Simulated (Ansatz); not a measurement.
# Where N_i (4-fold void) puts its levels in the gap of Si3N4 (P6_3/m)

Aim: at which Fermi levels does N_i (4-fold void) in Si3N4 (P6_3/m) change its charge? The model is a cell of 126 host atoms with 1 N put in.

Program: Ansatz 0.2.0. Level of theory: place-levels on PBEsol runs: charge-transition levels and formation energies with image-charge correction and potential alignment at the atomic sites; PAW set soft_1. Results are calculated unless marked as measured.

### 1. The starting structure

The cell holds 127 atoms: 54 Si and 73 N. Its edges and angles: a = 13.206 Å, b = 13.206 Å, c = 8.731 Å, α = 90.0°, β = 90.0°, γ = 120.0°. It derives from Si3N4 (space group P6_3/m). Nearest the centre at fractional (0.354, 0.639, 0.218): N127 at 0.00 Å, N25 at 2.21 Å, Si2 at 2.21 Å, N29 at 2.21 Å, N35 at 2.21 Å, N71 at 2.54 Å, Si5 at 2.58 Å, Si11 at 2.85 Å.

The host's dielectric constants go in as inputs: (4.29, 4.29, 4.37) for the electrons alone, (8.29, 8.29, 8.25) with the ions, from a response run on this crystal (DFPT, PBEsol) at that run's own cell.

The cell's shortest repeat is 8.7 Å.

### 2. What was run first

A transition level is the Fermi level at which two charge states cost the same, so each charge needs its own total energy, at its own relaxed structure.

Each atom starts 0.05 Å or so off its site in a random direction. Forces are taken at one point at (¼, ¼, ¼). The cell holds 3 electrons more than the neutral one, with a uniform background that keeps it neutral on the whole.

The sampling was tested on the host first: at the k-points planned (1x1x1 shifted 0.25 0.25 0.25) its energy lies 0.000 eV an atom from the dense-mesh value, under the bound of 0.02 eV set for this test; that bounds the host's error, not the defect's.

One state's input; the others differ in charge, spin, start and seed, and in occupations where the table says so.

File qm3.relax/input.yaml:

```yaml
crystal:
  lattice:
    - [11.43668588, 6.60297367, 0.0]
    - [-11.43668588, 6.60297367, 0.0]
    - [0.0, 0.0, 8.73076733]
  atoms:
    - { symbol: Si, position: [0.01950046, 0.80655545, 0.25] }
    - { symbol: Si, position: [0.3528338, 0.47322211, 0.25] }
    - { symbol: Si, position: [0.68616713, 0.13988878, 0.25] }
    - { symbol: Si, position: [0.21294502, 0.01950046, 0.08333333] }
    - { symbol: Si, position: [0.54627835, 0.68616713, 0.08333333] }
    - { symbol: Si, position: [0.87961168, 0.3528338, 0.08333333] }
    - { symbol: Si, position: [0.13988878, 0.45372165, 0.08333333] }
    - { symbol: Si, position: [0.47322211, 0.12038832, 0.08333333] }
    - { symbol: Si, position: [0.80655545, 0.78705498, 0.08333333] }
    - { symbol: Si, position: [0.19344455, 0.21294502, 0.25] }
    - { symbol: Si, position: [0.52677789, 0.87961168, 0.25] }
    - { symbol: Si, position: [0.86011122, 0.54627835, 0.25] }
    - { symbol: Si, position: [0.12038832, 0.6471662, 0.25] }
    - { symbol: Si, position: [0.45372165, 0.31383287, 0.25] }
    - { symbol: Si, position: [0.78705498, 0.98049954, 0.25] }
    - { symbol: Si, position: [0.31383287, 0.86011122, 0.08333333] }
    - { symbol: Si, position: [0.6471662, 0.52677789, 0.08333333] }
    - { symbol: Si, position: [0.98049954, 0.19344455, 0.08333333] }
    - { symbol: "N", position: [0.0, 0.66666667, 0.25] }
    - { symbol: "N", position: [0.33333333, 0.33333333, 0.25] }
    - { symbol: "N", position: [0.66666667, 0.0, 0.25] }
    - { symbol: "N", position: [0.0, 0.33333333, 0.08333333] }
    - { symbol: "N", position: [0.33333333, 0.0, 0.08333333] }
    - { symbol: "N", position: [0.66666667, 0.66666667, 0.08333333] }
    - { symbol: "N", position: [0.21345843, 0.45653274, 0.25] }
    - { symbol: "N", position: [0.54679176, 0.12319941, 0.25] }
    - { symbol: "N", position: [0.8801251, 0.78986608, 0.25] }
    - { symbol: "N", position: [0.09025902, 0.8801251, 0.08333333] }
    - { symbol: "N", position: [0.42359235, 0.54679176, 0.08333333] }
    - { symbol: "N", position: [0.75692569, 0.21345843, 0.08333333] }
    - { symbol: "N", position: [0.12319941, 0.57640765, 0.08333333] }
    - { symbol: "N", position: [0.45653274, 0.24307431, 0.08333333] }
    - { symbol: "N", position: [0.78986608, 0.90974098, 0.08333333] }
    - { symbol: "N", position: [0.21013392, 0.09025902, 0.25] }
    - { symbol: "N", position: [0.54346726, 0.75692569, 0.25] }
    - { symbol: "N", position: [0.87680059, 0.42359235, 0.25] }
    - { symbol: "N", position: [0.1198749, 0.21013392, 0.08333333] }
    - { symbol: "N", position: [0.45320824, 0.87680059, 0.08333333] }
    - { symbol: "N", position: [0.78654157, 0.54346726, 0.08333333] }
    - { symbol: "N", position: [0.24307431, 0.78654157, 0.25] }
    - { symbol: "N", position: [0.57640765, 0.45320824, 0.25] }
    - { symbol: "N", position: [0.90974098, 0.1198749, 0.25] }
    - { symbol: Si, position: [0.01950046, 0.80655545, 0.58333333] }
    - { symbol: Si, position: [0.3528338, 0.47322211, 0.58333333] }
    - { symbol: Si, position: [0.68616713, 0.13988878, 0.58333333] }
    - { symbol: Si, position: [0.21294502, 0.01950046, 0.41666667] }
    - { symbol: Si, position: [0.54627835, 0.68616713, 0.41666667] }
    - { symbol: Si, position: [0.87961168, 0.3528338, 0.41666667] }
    - { symbol: Si, position: [0.13988878, 0.45372165, 0.41666667] }
    - { symbol: Si, position: [0.47322211, 0.12038832, 0.41666667] }
    - { symbol: Si, position: [0.80655545, 0.78705498, 0.41666667] }
    - { symbol: Si, position: [0.19344455, 0.21294502, 0.58333333] }
    - { symbol: Si, position: [0.52677789, 0.87961168, 0.58333333] }
    - { symbol: Si, position: [0.86011122, 0.54627835, 0.58333333] }
    - { symbol: Si, position: [0.12038832, 0.6471662, 0.58333333] }
    - { symbol: Si, position: [0.45372165, 0.31383287, 0.58333333] }
    - { symbol: Si, position: [0.78705498, 0.98049954, 0.58333333] }
    - { symbol: Si, position: [0.31383287, 0.86011122, 0.41666667] }
    - { symbol: Si, position: [0.6471662, 0.52677789, 0.41666667] }
    - { symbol: Si, position: [0.98049954, 0.19344455, 0.41666667] }
    - { symbol: "N", position: [0.0, 0.66666667, 0.58333333] }
    - { symbol: "N", position: [0.33333333, 0.33333333, 0.58333333] }
    - { symbol: "N", position: [0.66666667, 0.0, 0.58333333] }
    - { symbol: "N", position: [0.0, 0.33333333, 0.41666667] }
    - { symbol: "N", position: [0.33333333, 0.0, 0.41666667] }
    - { symbol: "N", position: [0.66666667, 0.66666667, 0.41666667] }
    - { symbol: "N", position: [0.21345843, 0.45653274, 0.58333333] }
    - { symbol: "N", position: [0.54679176, 0.12319941, 0.58333333] }
    - { symbol: "N", position: [0.8801251, 0.78986608, 0.58333333] }
    - { symbol: "N", position: [0.09025902, 0.8801251, 0.41666667] }
    - { symbol: "N", position: [0.42359235, 0.54679176, 0.41666667] }
    - { symbol: "N", position: [0.75692569, 0.21345843, 0.41666667] }
    - { symbol: "N", position: [0.12319941, 0.57640765, 0.41666667] }
    - { symbol: "N", position: [0.45653274, 0.24307431, 0.41666667] }
    - { symbol: "N", position: [0.78986608, 0.90974098, 0.41666667] }
    - { symbol: "N", position: [0.21013392, 0.09025902, 0.58333333] }
    - { symbol: "N", position: [0.54346726, 0.75692569, 0.58333333] }
    - { symbol: "N", position: [0.87680059, 0.42359235, 0.58333333] }
    - { symbol: "N", position: [0.1198749, 0.21013392, 0.41666667] }
    - { symbol: "N", position: [0.45320824, 0.87680059, 0.41666667] }
    - { symbol: "N", position: [0.78654157, 0.54346726, 0.41666667] }
    - { symbol: "N", position: [0.24307431, 0.78654157, 0.58333333] }
    - { symbol: "N", position: [0.57640765, 0.45320824, 0.58333333] }
    - { symbol: "N", position: [0.90974098, 0.1198749, 0.58333333] }
    - { symbol: Si, position: [0.01950046, 0.80655545, 0.91666667] }
    - { symbol: Si, position: [0.3528338, 0.47322211, 0.91666667] }
    - { symbol: Si, position: [0.68616713, 0.13988878, 0.91666667] }
    - { symbol: Si, position: [0.21294502, 0.01950046, 0.75] }
    - { symbol: Si, position: [0.54627835, 0.68616713, 0.75] }
    - { symbol: Si, position: [0.87961168, 0.3528338, 0.75] }
    - { symbol: Si, position: [0.13988878, 0.45372165, 0.75] }
    - { symbol: Si, position: [0.47322211, 0.12038832, 0.75] }
    - { symbol: Si, position: [0.80655545, 0.78705498, 0.75] }
    - { symbol: Si, position: [0.19344455, 0.21294502, 0.91666667] }
    - { symbol: Si, position: [0.52677789, 0.87961168, 0.91666667] }
    - { symbol: Si, position: [0.86011122, 0.54627835, 0.91666667] }
    - { symbol: Si, position: [0.12038832, 0.6471662, 0.91666667] }
    - { symbol: Si, position: [0.45372165, 0.31383287, 0.91666667] }
    - { symbol: Si, position: [0.78705498, 0.98049954, 0.91666667] }
    - { symbol: Si, position: [0.31383287, 0.86011122, 0.75] }
    - { symbol: Si, position: [0.6471662, 0.52677789, 0.75] }
    - { symbol: Si, position: [0.98049954, 0.19344455, 0.75] }
    - { symbol: "N", position: [0.0, 0.66666667, 0.91666667] }
    - { symbol: "N", position: [0.33333333, 0.33333333, 0.91666667] }
    - { symbol: "N", position: [0.66666667, 0.0, 0.91666667] }
    - { symbol: "N", position: [0.0, 0.33333333, 0.75] }
    - { symbol: "N", position: [0.33333333, 0.0, 0.75] }
    - { symbol: "N", position: [0.66666667, 0.66666667, 0.75] }
    - { symbol: "N", position: [0.21345843, 0.45653274, 0.91666667] }
    - { symbol: "N", position: [0.54679176, 0.12319941, 0.91666667] }
    - { symbol: "N", position: [0.8801251, 0.78986608, 0.91666667] }
    - { symbol: "N", position: [0.09025902, 0.8801251, 0.75] }
    - { symbol: "N", position: [0.42359235, 0.54679176, 0.75] }
    - { symbol: "N", position: [0.75692569, 0.21345843, 0.75] }
    - { symbol: "N", position: [0.12319941, 0.57640765, 0.75] }
    - { symbol: "N", position: [0.45653274, 0.24307431, 0.75] }
    - { symbol: "N", position: [0.78986608, 0.90974098, 0.75] }
    - { symbol: "N", position: [0.21013392, 0.09025902, 0.91666667] }
    - { symbol: "N", position: [0.54346726, 0.75692569, 0.91666667] }
    - { symbol: "N", position: [0.87680059, 0.42359235, 0.91666667] }
    - { symbol: "N", position: [0.1198749, 0.21013392, 0.75] }
    - { symbol: "N", position: [0.45320824, 0.87680059, 0.75] }
    - { symbol: "N", position: [0.78654157, 0.54346726, 0.75] }
    - { symbol: "N", position: [0.24307431, 0.78654157, 0.91666667] }
    - { symbol: "N", position: [0.57640765, 0.45320824, 0.91666667] }
    - { symbol: "N", position: [0.90974098, 0.1198749, 0.91666667] }
    - { symbol: "N", position: [0.353657, 0.639349, 0.218405] }
  host:
    repeats: [1, 1, 3]
    atoms:
      - { symbol: Si, position: [0.01950046, 0.80655545, 0.75] }
      - { symbol: Si, position: [0.3528338, 0.47322211, 0.75] }
      # ... 40 more atoms of the perfect host
total_charge: -3
basis:
  ecutwfc: 420
  xc_grid: 2
hamiltonian:
  xc: pbesol
  pseudopotentials: { kind: paw, azcp: { folder: soft_1 }, xc_functional: pbe }
kpoints:
  mp_grid: { grid: [1, 1, 1], shift: [0.25, 0.25, 0.25] }
scf:
  occupations: { method: fixed }
  max_iter: 100
output:
  forces: true
  charged_corrections:
    epsilon: [4.29, 4.29, 4.37]
    static_epsilon: [8.29, 8.29, 8.25]
    defect_position: [0.353657, 0.639349, 0.218405]
relax:
  f_tol: 0.02
  max_steps: 80
  random_displacement: { amplitude: 0.05, seed: 7362 }
checkpoint:
  write: "../qm3.relax.run"
  compress: false
  write_wavefunctions: true
  write_every: 100000
```

Launch:

```sh
$ ansatz run input.yaml --threads 4 --pin off --max-ram 15073MiB --backend cpu --events-out ev --progress --plain --runs-dir out
```

Defect states can disperse in a cell of this size, so the energy is taken again at a 2×2×2 shifted mesh, on the relaxed structure.

The run of this state that the levels use, under PBEsol:

File qm3.point/input.yaml:

```yaml
crystal:
  checkpoint: "../qm3.relax.run"
  host: checkpoint
total_charge: -3
basis:
  ecutwfc: 420
  xc_grid: 2
hamiltonian:
  xc: pbesol
  pseudopotentials: { kind: paw, azcp: { folder: soft_1 }, xc_functional: pbe }
kpoints:
  mp_grid: { grid: [2, 2, 2], shift: [0.5, 0.5, 0.5] }
scf:
  occupations: { method: fermi_dirac, width: 0.01 }
  max_iter: 100
output:
  forces: true
  eigenvalues: true
  charged_corrections:
    epsilon: [4.29, 4.29, 4.37]
    static_epsilon: [8.29, 8.29, 8.25]
    defect_position: [0.353657, 0.639349, 0.218405]
  eigenstates: { localisation: true }
  populations: true
checkpoint:
  read: "../qm3.relax.run"
  write: "../qm3.point.run"
  compress: false
  write_wavefunctions: false
  write_every: 100000
```

Relaxations under PBEsol at one point at (¼, ¼, ¼); times on 4 threads of Arm Neoverse V2, shared host:

| charge | moment (μB) | occupations | outcome | steps | largest displacement against the far atoms (Å) | time |
| --- | --- | --- | --- | --- | --- | --- |
| −3 | 0 | fixed | converged | 18 | 1.52 | 9.6 min |
| −3 | 2 | fixed | converged | 13 | 0.81 | 15 min |
| −2 | 1 | fixed | converged | 13 | 0.82 | 16 min |
| −1 | 0 | fixed | converged | 23 | 0.80 | 11 min |
| −1 | 2 | fixed | converged | 8 | 0.32 | 9.3 min |
| 0 | 1 | fixed | converged | 13 | 0.48 | 18 min |
| +1 | 0 | fixed | converged | 19 | 0.86 | 10 min |
| +1 | 2 | fixed | converged | 12 | 0.70 | 14 min |

Single points under PBEsol at a 2×2×2 shifted mesh; times on 4 threads of Arm Neoverse V2, shared host:

| charge | moment (μB) | occupations | outcome | time |
| --- | --- | --- | --- | --- |
| −3 | 0 | fermi-dirac | converged | 3.7 min |
| −3 | 2 | fermi-dirac | converged | 8.9 min |
| −2 | 1 | fermi-dirac | converged | 7.7 min |
| −1 | 0 | fermi-dirac | converged | 3.8 min |
| −1 | 2 | fermi-dirac | converged | 8.2 min |
| 0 | 1 | fermi-dirac | converged | 6.6 min |
| +1 | 0 | fermi-dirac | converged | 2.9 min |
| +1 | 2 | fermi-dirac | converged | 7.9 min |

Distances (Å) from N127 to the nearest atoms after relaxation with PBEsol:

| charge | moment (μB) | 1. | 2. | 3. | 4. | 5. | 6. |
| --- | --- | --- | --- | --- | --- | --- | --- |
| −3 | 0 | Si 1.78 | Si 1.78 | Si 1.84 | N 2.28 | N 2.34 | N 2.34 |
| −3 | 2 | Si 1.78 | Si 1.80 | N 2.18 | N 2.50 | N 2.58 | N 2.76 |
| −2 | 1 | Si 1.78 | Si 1.80 | N 2.17 | N 2.51 | N 2.58 | N 2.77 |
| −1 | 0 | N 1.59 | Si 1.73 | Si 2.01 | N 2.36 | Si 2.52 | Si 2.56 |
| −1 | 2 | Si 1.85 | N 2.36 | N 2.48 | N 2.54 | N 2.54 | Si 2.89 |
| 0 | 1 | N 1.49 | Si 1.99 | N 2.46 | N 2.46 | Si 2.53 | Si 2.53 |
| +1 | 0 | N 1.57 | N 1.65 | Si 2.08 | Si 2.19 | N 2.63 | N 2.68 |
| +1 | 2 | N 1.41 | Si 2.35 | Si 2.55 | Si 2.55 | N 2.60 | N 2.60 |

(Part 1 of 3 ends here.)

[Logs are printed without paths, hosts, clocks, repeated set-up lines and the standing remarks that a program may print on its own settings, such as how far it seeks lower states.]

[Hosts, paths, dates, database ids (printed as entryN), source tags and the programs' standing remarks are cut or masked in the printed files.]

[Where a table of states has a column of steps, it counts the stored structures, which are thinned; the runs took as many ionic steps or more.]

[A defect's name tells the site on which it was built; relaxed atoms can leave that site.]

[For some hosts the program warned that the k-mesh of the response run may be too coarse for force constants and the static dielectric constant; such warnings are not shown here.]
